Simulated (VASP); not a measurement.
Input of a VASP 6.6.1 run:

Contents of INCAR:

```
  PREC = Accurate
  ENCUT = 520
  EDIFF = 1E-7
  ISMEAR = 0
  SIGMA = 0.1
  LREAL = F
  LASPH = T
  NELM = 100
  ALGO = Normal
  ISIF = 3
  LWAVE = F
  LCHARG = F
  ISPIN = 2
  MAGMOM = 1
  LORBIT = 11
  LMAXMIX = 4
  GGA = PE
  IBRION = 2
  NSW = 80
  EDIFFG = -0.002
```

Contents of KPOINTS:

```
Automatic mesh
0
Gamma
  18 18 18
```

File POSCAR:

```
W
1.0
   -1.5823450000      1.5823450000      1.5823450000
    1.5823450000     -1.5823450000      1.5823450000
    1.5823450000      1.5823450000     -1.5823450000
W
1
Direct
    0.0000000000      0.0000000000      0.0000000000
```

Potentials or basis: VASP PAW PBE potentials, release 64 (W_sv).

The run is started by

```console
$ cat potpaw_PBE.64/W_sv/POTCAR > POTCAR
$ mpirun -np 1 vasp_std > vasp.out
```

Q: Predict the band gap on the k mesh.

A: None (metal or under the smearing width).

Q: What does it give for the relaxed cell?

A: a = 2.759 Å, b = 2.759 Å, c = 2.759 Å, α = 109.47°, β = 109.47°, γ = 109.47°.

Q: What does it give for the net moment?

A: 0.00 μB per cell.

Q: Estimate the space group after relaxing (to 0.05 Å).

A: Im-3m (No. 229).

Final structure:
```
W
1.0
    -1.59266    1.59266    1.59266
     1.59266   -1.59266    1.59266
     1.59266    1.59266   -1.59266
W
1
Direct
  0.00000 0.00000 0.00000
```

The run has no spin-orbit coupling, so splittings on W are missing. PBE usually gives volumes a little too large and moduli too small.
